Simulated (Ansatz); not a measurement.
# SnO: computed properties

Method: DFT r2SCAN, scalar-relativistic, plane waves, PAW (Ansatz 0.2.0).

Plane waves to 500 eV, a k mesh through Γ of 10×10×8 on the computed 4-atom cell and Gaussian smearing (0.01 eV); no spin polarisation.

The structure is relaxed at this level of theory with its symmetry kept.

```cif
data_structure
_symmetry_space_group_name_H-M 'P4/nmm:1'
_symmetry_Int_Tables_number 129
_cell_length_a 3.8087
_cell_length_b 3.8087
_cell_length_c 4.9309
_cell_angle_alpha 90.000
_cell_angle_beta 90.000
_cell_angle_gamma 90.000
_cell_volume 71.53
loop_
_atom_site_label
_atom_site_type_symbol
_atom_site_symmetry_multiplicity
_atom_site_Wyckoff_symbol
_atom_site_fract_x
_atom_site_fract_y
_atom_site_fract_z
_atom_site_occupancy
Sn1 Sn 2 c 0.50000 0.00000 0.23258 1
O1 O 2 a 0.00000 0.00000 0.00000 1
```

* Space group: P4/nmm (No. 129)
* Volume per atom: 17.88 Å³
* Formation energy from the elements' standard states (uncorrected): -1.361 eV/atom
* Generalised Kohn–Sham band gap: 0.36 eV, indirect from Γ to M
* Löwdin character of the top 1 eV of the valence band: Sn 5s 44 %, O 2p 37 %, Sn 5p 16 %
* Löwdin character of the lowest 1 eV of the conduction band: Sn 5p 72 %, O 2s 11 %, unprojected 7 %
* Electron masses at the edge by Cartesian direction of the standard setting (m_e; degenerate bands sorted by energy; no spin-orbit coupling): x: 0.24, 0.24; y: 0.24, 0.24; z: 0.43, 0.43
* Hole masses at the edge by Cartesian direction of the standard setting (m_e; degenerate bands sorted by energy; no spin-orbit coupling): x: 16; y: 16; z: 0.59
* Bader charges (e): Sn (2 in the cell) 1.34, O (2 in the cell) -1.34

Cost: 8 runs of about 15 core-minutes in all, on Intel Xeon Platinum 8175M (Skylake/Cascade Lake) (shared hosts).